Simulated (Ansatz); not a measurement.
# GaP: the cost of one run

Method: DFT PBE, scalar-relativistic, plane waves, PAW, in Ansatz 0.2.0.

1 further run of the same task is left out (set aside as unsound or not needed).

## 1. Starting point

The structure is cubic, space group F-43m (No. 216). The conventional cell has a = 5.505 Å, b = 5.505 Å, c = 5.505 Å, α = 90.00°, β = 90.00°, γ = 90.00°. Ga (site symmetry -43m) has 4 P at 2.38 Å as nearest neighbours. Around P (site symmetry -43m) lie 4 Ga at 2.38 Å.

As a file:

```xyz
2
Lattice="0.0000 2.7525 2.7525 2.7525 0.0000 2.7525 2.7525 2.7525 0.0000" Properties=species:S:1:pos:R:3 pbc="T T T"
Ga    0.0000    0.0000    0.0000
P     1.3763    1.3763    1.3763
```

It is the result of an earlier relaxation at this level (volume 20.85 Å³/atom; gap on the mesh: 1.58 eV).

## 2. Electronic structure at the relaxed geometry

input.yaml

```yaml
crystal:
  lattice:
    - [0.0, 2.7525368107, 2.7525368107]
    - [2.7525368107, 0.0, 2.7525368107]
    - [2.7525368107, 2.7525368107, 0.0]
  atoms:
    - { symbol: Ga, position: [0.0, 0.0, 0.0] }
    - { symbol: P, position: [0.25, 0.25, 0.25] }
basis:
  ecutwfc: 420
kpoints:
  mp_grid: { grid: [8, 8, 8] }
  band_path:
    path:
      - [[0.0, 0.0, 0.0], [-0.5, -0.5, 0.0], [-0.375, -0.375, 0.25]]
      - [[-0.375, 0.0, 0.375], [0.0, 0.0, 0.0], [0.0, 0.0, 0.5], [-0.5, -0.25, 0.25], [-0.5, -0.5, 0.0]]
    npoints: 14
hamiltonian:
  xc: pbe
scf:
  occupations: { method: gaussian, width: 0.02 }
  n_extra_bands: 6
output:
  forces: true
  stress: true
  eigenvalues: true
  populations: true
  dos: { projected: true, de: 0.02, nscf_kmesh: { grid: [12, 12, 12] } }
  bader: true
  write_density: true
  write_potential: true
  elf: true
  volumetric_format: npy
```

The run is started by

```sh
$ ansatz run input.yaml --threads 1 --pin off --max-ram 2560MiB --backend cpu --events-out ev --progress --plain --runs-dir out
```

What time and memory should one allow on 1 thread of Arm Neoverse V1, shared host?

About 27 s, with a peak of 0.31 GiB.
